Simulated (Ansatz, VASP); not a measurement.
BN in VASP and in Ansatz

```
B N
1.0
     2.54057    0.00000    0.00000
    -1.27028    2.20019    0.00000
     0.00000    0.00000    4.20265
B N
2 2
Direct
  0.33333 0.66667 0.93700
  0.66667 0.33333 0.43700
  0.33333 0.66667 0.43700
  0.66667 0.33333 0.93700
```

Change from the starting cell: polar distortion scaled by 0.00.

Alike in both runs: task single point; functional PBEsol; k mesh 15 × 15 × 8; no spin polarisation.

```csv
,VASP,Ansatz
version,VASP 6.6.1,Ansatz 0.2.0
potentials or method,"VASP PAW PBE potentials, release 64 (B, N)","scalar-relativistic, plane waves, PAW"
plane-wave cutoff (eV),520,420
occupations,"gaussian, width 0.01 eV",fixed
valence electrons in the cell,16,16
```

```csv
,VASP,Ansatz,Ansatz less VASP
gap on the k mesh at the Fermi level (eV),2.91,2.92,+0.009
least direct gap on the mesh (eV),4.68,4.68,+0.003
pressure (GPa),28.3,27.5,-0.84
largest component of the traceless stress (GPa),40.87,41.71,+0.841
```

Ansatz warned: «pseudo_functional_mismatch».

Caveats: so large a pressure means that the cell lies far from this level's equilibrium, or that cutoff or potentials fall short (VASP); the potentials were made for another functional, which shifts forces and pressure (VASP); an odd mesh through Γ misses points on the zone boundary, where band edges often lie.
